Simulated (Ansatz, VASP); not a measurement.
InP: VASP beside Ansatz

```xyz
2
Lattice="0.0000 2.8231 2.8231 2.8231 0.0000 2.8231 2.8231 2.8231 0.0000" Properties=species:S:1:pos:R:3 pbc="T T T"
In    0.0000    0.0000    0.0000
P     2.8231    2.8231    2.8231
```

Change from the starting cell: volume scaled by 1.06.

Alike in both runs: task single point; functional PBE; k mesh 8 × 8 × 8; occupations fermi-dirac, width 0.05 eV; no spin polarisation.

|  | VASP | Ansatz |
| --- | --- | --- |
| version | VASP 6.6.1 | Ansatz 0.2.0 |
| potentials or method | VASP PAW PBE potentials, release 64 (In_d, P) | Ansatz PAW |
| plane-wave cutoff (eV) | 520 | 420 |
| valence electrons in the cell | 18 | 18 |

|  | VASP | Ansatz | Ansatz less VASP |
| --- | --- | --- | --- |
| gap on the k mesh at the Fermi level (eV) | none | none | - |
| pressure (GPa) | -3.7 | -3.7 | +0.02 |

A gap of «none» marks a metal or a gap that the smearing closes. The functional is the same, so the differences come from potentials, cutoffs and numerics.
